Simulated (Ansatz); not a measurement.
Crystal: Te.

```
CELL_PARAMETERS angstrom
4.45400 0.00000 0.00000
-2.22700 3.85728 0.00000
0.00000 0.00000 5.92400
ATOMIC_POSITIONS crystal
Te 0.73100 0.73100 0.00000
Te 0.00000 0.26900 0.66667
Te 0.26900 0.00000 0.33333
```

```yaml
Program: Ansatz 0.2.0
Task: relaxation of cell and atoms
Functional: BLYP
Dispersion: D3(BJ)
Potentials_or_basis: Ansatz PAW
Cutoff: "420 eV (not typed: the program's choice for these potentials)"
k_mesh: 7 × 7 × 5
Occupations: fermi-dirac, width 0.05 eV
Spin: no spin polarisation
```

At the start: volume 33.93 Å³/atom.

Task: Where does the relaxation end?

Result: It ends after 6 steps and the volume is 32.79 Å³/atom (-3.3 %); space group P3_121 (No. 152, to 0.05 Å).

The path:
```csv
step,energy change (eV),largest force (eV/Å),volume (Å³)
1,0.0000,0.2343,101.78
2,-0.0229,0.0381,99.85
3,-0.0259,0.0209,97.78
4,-0.0266,0.0084,98.43
5,-0.0266,0.0011,98.38
6,-0.0260,0.0011,98.38
```

Final structure:
```
Te
1.0
     4.36453    0.00000    0.00000
    -2.18226    3.77979    0.00000
     0.00000    0.00000    5.96354
Te
3
Direct
  0.71663 0.71663 0.00000
  0.00000 0.28337 0.66667
  0.28337 0.00000 0.33333
```

Caveat: the plane-wave basis is chosen anew once the cell has moved, so the energies of steps on either side of that aren't comparable; the PAW data sets come from PBE, with cores solved anew for the run's functional, which leaves a small shift of forces and pressure.
